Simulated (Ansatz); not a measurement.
# Symmetry broken, then relaxed in SiC

Theory: DFT r2SCAN, scalar-relativistic, plane waves, PAW (Ansatz 0.2.0). Settings: plane waves to 500 eV, k-mesh 8×8×8 (Γ-centred), Gaussian smearing 0.05 eV. No spin polarisation. Energies are free energies at this smearing, counted from the undisturbed cell; pressure is positive in compression.

Zero of the scan (relaxed at this level):

```xyz
2
Lattice="0.0000 2.1781 2.1781 2.1781 0.0000 2.1781 2.1781 2.1781 0.0000" Properties=species:S:1:pos:R:3 pbc="T T T"
Si    0.0000    0.0000    0.0000
C     3.2672    3.2672    3.2672
```

The atoms are displaced (Å, in the unstrained cell):

```csv
atom,ux,uy,uz
Si1,-0.021,-0.130,-0.072
C2,0.021,0.130,0.072
```

Cell and atoms are then relaxed.

Q: Does the relaxation return to the undisturbed structure?

A: Yes (up to a choice of domain or origin): same space group and volume, and an energy 0.0 meV/atom from it. The disturbance itself cost 507.3 meV/atom. The final space group reads F-43m (tolerance 0.05 Å) and the volume changes by 0.01 %.

Final structure:

```yaml
crystal:
  lattice:
    - [-0.00001, 2.17817, 2.17820]
    - [2.17819, -0.00001, 2.17820]
    - [2.17819, 2.17817, 0.00000]
  atoms:
    - { symbol: Si, position: [0.00000, 0.00000, 0.00000] }
    - { symbol: C, position: [0.75000, 0.75000, 0.75000] }
```

The relaxation, step by step (energy from the first step; small jumps at an unchanged geometry come where the plane waves are selected anew for the new cell):

```csv
step,ΔE (meV/atom),largest force component (eV/Å),pressure (GPa)
1,0.0,5.476,12.99
2,-279.4,3.307,5.50
3,-497.8,0.517,3.43
4,-507.3,0.010,-0.03
5,-507.3,0.000,0.00
6,-507.3,0.000,0.00
```

Frames along the relaxation (Å, eV/Å):

```xyz
2
Lattice="0.000 2.178 2.178 2.178 0.000 2.178 2.178 2.178 0.000" Properties=species:S:1:pos:R:3:forces:R:3 pbc="T T T" step=1
Si   -0.021   -0.130   -0.072    3.769    5.476    4.109
C     3.288    3.397    3.339   -3.769   -5.476   -4.109
2
Lattice="-0.104 2.116 2.184 2.171 -0.059 2.139 2.190 2.089 -0.078" Properties=species:S:1:pos:R:3:forces:R:3 pbc="T T T" step=2
Si   -0.011   -0.067   -0.031    1.951    3.307    2.202
C     3.204    3.177    3.215   -1.951   -3.307   -2.202
2
Lattice="0.003 2.140 2.184 2.184 0.001 2.186 2.181 2.139 0.004" Properties=species:S:1:pos:R:3:forces:R:3 pbc="T T T" step=3
Si   -0.011   -0.013   -0.001    0.431    0.517    0.085
C     3.287    3.222    3.282   -0.431   -0.517   -0.085
2
Lattice="0.000 2.177 2.179 2.179 0.000 2.180 2.179 2.177 0.000" Properties=species:S:1:pos:R:3:forces:R:3 pbc="T T T" step=4
Si    0.000    0.000    0.000    0.010   -0.004    0.010
C     3.269    3.265    3.270   -0.010    0.004   -0.010
2
Lattice="0.000 2.178 2.178 2.178 0.000 2.178 2.178 2.178 0.000" Properties=species:S:1:pos:R:3:forces:R:3 pbc="T T T" step=5
Si    0.000    0.000    0.000    0.000    0.000    0.000
C     3.267    3.267    3.267    0.000    0.000    0.000
2
Lattice="0.000 2.178 2.178 2.178 0.000 2.178 2.178 2.178 0.000" Properties=species:S:1:pos:R:3:forces:R:3 pbc="T T T" step=6
Si    0.000    0.000    0.000    0.000    0.000    0.000
C     3.267    3.267    3.267    0.000    0.000    0.000
```

Cost: 3 runs of about 3.1 core-minutes in all, on Intel Xeon Processor @ 2.50GHz (Skylake/Cascade Lake) (shared hosts).